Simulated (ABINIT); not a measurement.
# InAs (F-43m) in ABINIT: further runs

Aim: see how the results for InAs move with the level of theory and the settings. Levels: PBEsol, r2SCAN, LDA-VWN, AM05. Tasks: band structure.

All numbers are computed with ABINIT 10.8.3 (patched build); they aren't measurements. Logs are shortened: lines on timing, memory, paths and dates and some standing lists are left out, and cuts for length are marked. The log counts tension as positive stress, the text compression.

**Measured values to compare with.**

A printed reference work, data compilation reports, for a bulk crystal of InAs at 4.2 K: band gap 0.418 eV (direct).

How close the calculation comes is told below.

**1. Starting point**

Symmetry: F-43m, No. 216, cubic system. Conventional cell: a = 6.036 Å, b = 6.036 Å, c = 6.036 Å, α = 90.00°, β = 90.00°, γ = 90.00°. Around In (site symmetry -43m) lie 4 As at 2.61 Å. Around As (site symmetry -43m) lie 4 In at 2.61 Å.

**2. Band structure, PBEsol**

Contents of run.abi:

```
# Datasets: ground state, then fixed potential
ndtset 2

# Pseudopotentials
pp_dirpath "./"
pseudos "In.GGA_PBE-JTH_sp.xml, As.GGA_PBE-JTH_sp.xml"

# Structure
acell 3*1.0 Angstrom
rprim
     0.0000000000     3.0180000000     3.0180000000
     3.0180000000     0.0000000000     3.0180000000
     3.0180000000     3.0180000000     0.0000000000
ntypat 2
znucl 49 33
natom 2
typat 1 2
xcart
     0.0000000000     0.0000000000     0.0000000000
     4.5270000000     4.5270000000     4.5270000000 Angstrom

# Plane-wave basis
ecut 15.0
pawecutdg 30.0

# Exchange and correlation
ixc -116133

# Bands and occupations
occopt 3
tsmear 0.00183747

# SCF cycle
nstep 100

# Output
iomode 3
prtwf 0
prteig 0
prtebands 0
prtden1 1

# Dataset 1
kptopt1 1
ngkpt1 8 8 8
nshiftk1 1
shiftk1 0.0 0.0 0.0
nband1 8
tolvrs1 1.0e-9

# Dataset 2: bands along G-X-W-K-G-L-U-W-L-K
iscf2 -2
getden2 1
nband2 12
nbdbuf2 2
tolwfr2 1.0e-12
kptopt2 -9
ndivsm2 6
prteig2 1
kptbounds2
     0.0000000000     0.0000000000     0.0000000000
     0.5000000000     0.0000000000     0.5000000000
     0.5000000000     0.2500000000     0.7500000000
     0.3750000000     0.3750000000     0.7500000000
     0.0000000000     0.0000000000     0.0000000000
     0.5000000000     0.5000000000     0.5000000000
     0.6250000000     0.2500000000     0.6250000000
     0.5000000000     0.2500000000     0.7500000000
     0.5000000000     0.5000000000     0.5000000000
     0.3750000000     0.3750000000     0.7500000000
```

Potentials or basis: JTH PAW PBE v2.0 sp.

Run with:

```console
$ abinit run.abi > log 2>&1
```

run.abo:

```text
.Version 10.8.3 of ABINIT
 DATASET    1 : space group F-4 3 m (#216); Bravais cF (face-center cubic)
================================================================================
 Values of the parameters that define the memory need for DATASET  1.
     intxc =       0    ionmov =       0      iscf =      17    lmnmax =      13
     lnmax =       5     mgfft =      30  mpssoang =       3    mqgrid =    3001
     natom =       2  nloc_mem =       2    nspden =       1   nspinor =       1
    nsppol =       1      nsym =      24    n1xccc =       1    ntypat =       2
    occopt =       3   xclevel =       2
       mpw =        1036          nfft =       27000          nkpt =          29
 PAW method is used; the additional fine FFT grid is defined by:
   mgfftf=        40    nfftf =     64000
================================================================================
================================================================================

 DATASET    2 : space group F-4 3 m (#216); Bravais cF (face-center cubic)
================================================================================
 Values of the parameters that define the memory need for DATASET  2.
     intxc =       0    ionmov =       0      iscf =      -2    lmnmax =      13
     lnmax =       5     mgfft =      30  mpssoang =       3    mqgrid =    3001
     natom =       2  nloc_mem =       2    nspden =       1   nspinor =       1
    nsppol =       1      nsym =      24    n1xccc =       1    ntypat =       2
    occopt =       3   xclevel =       2
       mpw =        1040          nfft =       27000          nkpt =         103
 PAW method is used; the additional fine FFT grid is defined by:
   mgfftf=        40    nfftf =     64000
================================================================================
================================================================================

--------------------------------------------------------------------------------
------------- Echo of variables that govern the present computation ------------
--------------------------------------------------------------------------------
 -outvars: echo values of preprocessed input variables --------
            acell      1.8897261259E+00  1.8897261259E+00  1.8897261259E+00 Bohr
              amu      1.14820000E+02  7.49215900E+01
             ecut      1.50000000E+01 Hartree
           getden1          0
           getden2          1
             iscf1         17
             iscf2         -2
                       outvar_i_n : Printing only first  50 k-points.
              ixc     -116133
           jdtset        1    2
                       outvar_i_n : Printing only first  50 k-points.
           kptopt1          1
           kptopt2         -9
         kptrlatt        8    0    0      0    8    0      0    0    8
          kptrlen1     6.45242682E+01
          kptrlen2     3.00000000E+01
            natom           2
            nband1          8
            nband2         12
           nbdbuf1          0
           nbdbuf2          2
           ndtset           2
           ndivsm1          0
           ndivsm2          6
            ngfft          30      30      30
          ngfftdg          40      40      40
             nkpt1         29
             nkpt2        103
            nstep         100
             nsym          24
           ntypat           2
           occopt           3
        pawecutdg      3.00000000E+01 Hartree
         pawxcdev           0
        prtebands           0
           prteig1          0
           prteig2          1
            prtwf           0
            rprim      0.0000000000E+00  3.0180000000E+00  3.0180000000E+00
                       3.0180000000E+00  0.0000000000E+00  3.0180000000E+00
                       3.0180000000E+00  3.0180000000E+00  0.0000000000E+00
           shiftk1     0.00000000E+00  0.00000000E+00  0.00000000E+00
           shiftk2     5.00000000E-01  5.00000000E-01  5.00000000E-01
          spgroup         216
           tolvrs1     1.00000000E-09
           tolvrs2     0.00000000E+00
           tolwfr1     0.00000000E+00
           tolwfr2     1.00000000E-12
           tsmear      1.83747000E-03 Hartree
            typat      1  2
           useylm           1
                       outvars : Printing only first  50 k-points.
           xangst      0.0000000000E+00  0.0000000000E+00  0.0000000000E+00
                       4.5270000000E+00  4.5270000000E+00  4.5270000000E+00
            xcart      0.0000000000E+00  0.0000000000E+00  0.0000000000E+00
                       8.5547901720E+00  8.5547901720E+00  8.5547901720E+00
             xred      0.0000000000E+00  0.0000000000E+00  0.0000000000E+00
                       7.5000000000E-01  7.5000000000E-01  7.5000000000E-01
            znucl       49.00000   33.00000

[... 209 lines left out ...]

 mkfilename : getden/=0, take file _DEN from output of DATASET   1.

 Real(R)+Recip(G) space primitive vectors, cartesian coordinates (Bohr,Bohr^-1):
 R(1)=  0.0000000  5.7031934  5.7031934  G(1)= -0.0876702  0.0876702  0.0876702
 R(2)=  5.7031934  0.0000000  5.7031934  G(2)=  0.0876702 -0.0876702  0.0876702
 R(3)=  5.7031934  5.7031934  0.0000000  G(3)=  0.0876702  0.0876702 -0.0876702
 Unit cell volume ucvol=  3.7100888E+02 bohr^3
 Angles (23,13,12)=  6.00000000E+01  6.00000000E+01  6.00000000E+01 degrees

 Coarse grid specifications (used for wave-functions):

 getcut: wavevector=  0.0000  0.0000  0.0000  ngfft=  30  30  30
         ecut(hartree)=     15.000   => boxcut(ratio)=   2.13579

 Fine grid specifications (used for densities):

 getcut: wavevector=  0.0000  0.0000  0.0000  ngfft=  40  40  40
         ecut(hartree)=     30.000   => boxcut(ratio)=   2.01141
--------------------------------------------------------------------------------

================================================================================
 Non-SCF case, kpt    1 (  0.00000  0.00000  0.00000), residuals and eigenvalues=
  4.18E-13  3.17E-13  7.88E-13  8.17E-13  6.29E-13  6.87E-13  2.62E-13  6.76E-13
  5.38E-13  5.77E-13  2.45E-12  5.47E-13
 -4.6358E-01 -3.2014E-02 -2.5669E-02 -2.5669E-02 -2.5669E-02  1.1849E-01
  1.1849E-01  1.1849E-01  2.4822E-01  3.2636E-01  3.2636E-01  3.5875E-01
 Non-SCF case, kpt    2 (  0.02941  0.00000  0.02941), residuals and eigenvalues=
  5.55E-13  7.79E-13  3.67E-13  6.85E-13  4.54E-13  3.01E-13  2.93E-13  4.17E-13
  7.49E-13  6.87E-13  5.08E-11  3.84E-07
 -4.6319E-01 -4.5761E-02 -2.7034E-02 -2.7034E-02 -1.1920E-02  1.1652E-01
  1.2036E-01  1.2036E-01  2.5120E-01  3.1604E-01  3.2676E-01  3.5972E-01
 Non-SCF case, kpt    3 (  0.05882  0.00000  0.05882), residuals and eigenvalues=
[... 490 lines left out ...]
  2.72E-13  3.56E-13  5.51E-13  4.87E-13  3.57E-13  8.19E-13  5.86E-13  2.48E-13
  9.30E-13  1.65E-13  4.47E-11  4.43E-08
 -4.0126E-01 -2.3398E-01 -1.4766E-01 -9.1557E-02  5.5761E-02  1.5204E-01
  2.1600E-01  2.2671E-01  2.6724E-01  3.3247E-01  4.2754E-01  4.6565E-01
 Non-SCF case, kpt  102 (  0.38750  0.38750  0.72500), residuals and eigenvalues=
  2.46E-13  7.61E-13  2.42E-13  2.33E-13  2.18E-13  6.73E-13  2.44E-13  1.84E-13
  9.68E-13  3.50E-13  1.52E-09  1.07E-07
 -3.9927E-01 -2.3520E-01 -1.4975E-01 -9.5284E-02  5.2418E-02  1.4402E-01
  2.3052E-01  2.3979E-01  2.5996E-01  3.3429E-01  4.4756E-01  4.7613E-01
 Non-SCF case, kpt  103 (  0.37500  0.37500  0.75000), residuals and eigenvalues=
  6.91E-13  3.81E-13  1.38E-13  2.07E-13  2.34E-13  2.87E-13  4.61E-13  5.47E-13
  4.05E-13  2.77E-13  4.55E-08  3.50E-06
 -3.9810E-01 -2.3647E-01 -1.4866E-01 -9.8310E-02  4.9538E-02  1.3234E-01
  2.4414E-01  2.5004E-01  2.5927E-01  3.4068E-01  4.5171E-01  4.9085E-01

--- !ResultsGS
iteration_state: {dtset: 2, }
comment   : Summary of ground state results
lattice_vectors:
- [  0.0000000,   5.7031934,   5.7031934, ]
- [  5.7031934,   0.0000000,   5.7031934, ]
- [  5.7031934,   5.7031934,   0.0000000, ]
lattice_lengths: [   8.06553,    8.06553,    8.06553, ]
lattice_angles: [ 60.000,  60.000,  60.000, ] # degrees, (23, 13, 12)
lattice_volume:   3.7100888E+02
convergence: {deltae:  0.000E+00, res2:  0.000E+00, residm:  9.995E-13, diffor:  0.000E+00, }
etotal    :  -8.53189019E+00
entropy   :   0.00000000E+00
fermie    :  -2.39169456E-02
cartesian_stress_tensor: null
pressure_GPa: null
xred      :
- [  0.0000E+00,   0.0000E+00,   0.0000E+00, In]
- [  7.5000E-01,   7.5000E-01,   7.5000E-01, As]
cartesian_forces: null
force_length_stats: {min: null, max: null, mean: null, }
...

 Integrated electronic density in atomic spheres:
 ------------------------------------------------
 Atom  Sphere_radius  Integrated_density
    1        2.90115          2.33343495
    2        2.10392          2.70900963

================================================================================

 ----iterations are completed or convergence reached----

 Mean square residual over all n,k,spin=   46.642E-14; max=  99.949E-14
 reduced coordinates (array xred) for    2 atoms
       0.000000000000      0.000000000000      0.000000000000
       0.750000000000      0.750000000000      0.750000000000

 cartesian coordinates (angstrom) at end:
    1      0.00000000000000     0.00000000000000     0.00000000000000
    2      4.52700000000000     4.52700000000000     4.52700000000000
 length scales=  1.889726125908  1.889726125908  1.889726125908 bohr
              =  1.000000000000  1.000000000000  1.000000000000 angstroms
 Eigenvalues (hartree) for nkpt= 103  k points:
 kpt#   1, nband= 12, wtk=  1.00000, kpt=  0.0000  0.0000  0.0000 (reduced coord)
  -0.46358   -0.03201   -0.02567   -0.02567   -0.02567    0.11849    0.11849    0.11849
   0.24822    0.32636    0.32636    0.35875
 kpt#   2, nband= 12, wtk=  1.00000, kpt=  0.0294  0.0000  0.0294 (reduced coord)
  -0.46319   -0.04576   -0.02703   -0.02703   -0.01192    0.11652    0.12036    0.12036
   0.25120    0.31604    0.32676    0.35972
 kpt#   3, nband= 12, wtk=  1.00000, kpt=  0.0588  0.0000  0.0588 (reduced coord)
  -0.46204   -0.06213   -0.03090   -0.03090    0.00441    0.11111    0.12571    0.12571
   0.25950    0.29739    0.32793    0.36262
 kpt#   4, nband= 12, wtk=  1.00000, kpt=  0.0882  0.0000  0.0882 (reduced coord)
  -0.46014   -0.07845   -0.03672   -0.03672    0.02048    0.10341    0.13400    0.13400
   0.26931    0.28072    0.32990    0.36745
 kpt#   5, nband= 12, wtk=  1.00000, kpt=  0.1176  0.0000  0.1176 (reduced coord)
  -0.45749   -0.09459   -0.04383   -0.04383    0.03587    0.09453    0.14457    0.14457
   0.25715    0.29043    0.33265    0.37419
 kpt#   6, nband= 12, wtk=  1.00000, kpt=  0.1471  0.0000  0.1471 (reduced coord)
  -0.45413   -0.11049   -0.05167   -0.05167    0.05000    0.08528    0.15681    0.15681
[... 278 lines left out ...]
  -0.40641   -0.23377   -0.13322   -0.08259    0.06070    0.14338    0.19754    0.21608
   0.28554    0.33806    0.37771    0.44666
 kpt# 100, nband= 12, wtk=  1.00000, kpt=  0.4125  0.4125  0.6750 (reduced coord)
  -0.40374   -0.23345   -0.14209   -0.08727    0.05894    0.15162    0.21099    0.21221
   0.27595    0.33406    0.40217    0.45675
 kpt# 101, nband= 12, wtk=  1.00000, kpt=  0.4000  0.4000  0.7000 (reduced coord)
  -0.40126   -0.23398   -0.14766   -0.09156    0.05576    0.15204    0.21600    0.22671
   0.26724    0.33247    0.42754    0.46565
 kpt# 102, nband= 12, wtk=  1.00000, kpt=  0.3875  0.3875  0.7250 (reduced coord)
  -0.39927   -0.23520   -0.14975   -0.09528    0.05242    0.14402    0.23052    0.23979
   0.25996    0.33429    0.44756    0.47613
 kpt# 103, nband= 12, wtk=  1.00000, kpt=  0.3750  0.3750  0.7500 (reduced coord)
  -0.39810   -0.23647   -0.14866   -0.09831    0.04954    0.13234    0.24414    0.25004
   0.25927    0.34068    0.45171    0.49085

== END DATASET(S) ==============================================================
================================================================================

 -outvars: echo values of variables after computation  --------
            acell      1.8897261259E+00  1.8897261259E+00  1.8897261259E+00 Bohr
           etotal1    -8.5318901938E+00
            fcart1    -2.3606469320E-29  2.9508086650E-29 -2.3606469320E-29
                       2.3606469320E-29 -2.9508086650E-29  2.3606469320E-29
            rprim      0.0000000000E+00  3.0180000000E+00  3.0180000000E+00
                       3.0180000000E+00  0.0000000000E+00  3.0180000000E+00
                       3.0180000000E+00  3.0180000000E+00  0.0000000000E+00
           strten1    -1.0089350331E-04 -1.0089350331E-04 -1.0089350331E-04
                       0.0000000000E+00  0.0000000000E+00  0.0000000000E+00
           xangst      0.0000000000E+00  0.0000000000E+00  0.0000000000E+00
                       4.5270000000E+00  4.5270000000E+00  4.5270000000E+00
             xred      0.0000000000E+00  0.0000000000E+00  0.0000000000E+00
                       7.5000000000E-01  7.5000000000E-01  7.5000000000E-01
 Calculation completed.
```

It took 26 s on 1 thread of Arm Neoverse V2, shared host; peak memory 0.12 GiB.

What came out:

- Free energy: -232.1646 eV
- Band gap on the k mesh: none (metal or under the smearing width)

Levels at the corners of the path, in eV from the Fermi level:
| point | band 1 | band 2 | band 3 | band 4 | band 5 | band 6 | band 7 | band 8 |
| --- | --- | --- | --- | --- | --- | --- | --- | --- |
| Γ | -11.96 | -0.22 | -0.05 | -0.05 | -0.05 | 3.88 | 3.88 | 3.88 |
| X | -10.15 | -5.93 | -2.40 | -2.40 | 1.39 | 1.96 | 9.19 | 9.27 |
| W | -10.12 | -5.77 | -3.08 | -2.97 | 4.21 | 4.25 | 4.97 | 5.99 |
| K | -10.18 | -5.78 | -3.39 | -2.02 | 2.00 | 4.25 | 7.29 | 7.45 |
| Γ | -11.96 | -0.22 | -0.05 | -0.05 | -0.05 | 3.88 | 3.88 | 3.88 |
| L | -10.67 | -5.86 | -1.05 | -1.05 | 0.89 | 4.63 | 4.63 | 6.77 |
| U | -10.18 | -5.78 | -3.39 | -2.02 | 2.00 | 4.25 | 7.29 | 7.45 |
| W | -10.12 | -5.77 | -3.08 | -2.97 | 4.21 | 4.25 | 4.97 | 5.99 |
| L | -10.67 | -5.86 | -1.05 | -1.05 | 0.89 | 4.63 | 4.63 | 6.77 |
| K | -10.18 | -5.78 | -3.39 | -2.02 | 2.00 | 4.25 | 7.29 | 7.45 |

Caveat: the cutoff is too short for stress, so the log's stress isn't used; the PAW data sets were made with another functional, which shifts forces and pressure a little; spin-orbit coupling is left out, which moves the levels of the heavy elements; this set keeps more shells in the core, which shifts pressures and gaps; this crystal is a semiconductor, whose small gap the functional closes, so the metal is an error of the method; the atomic spheres overlap.

[end of part 1 of 3]
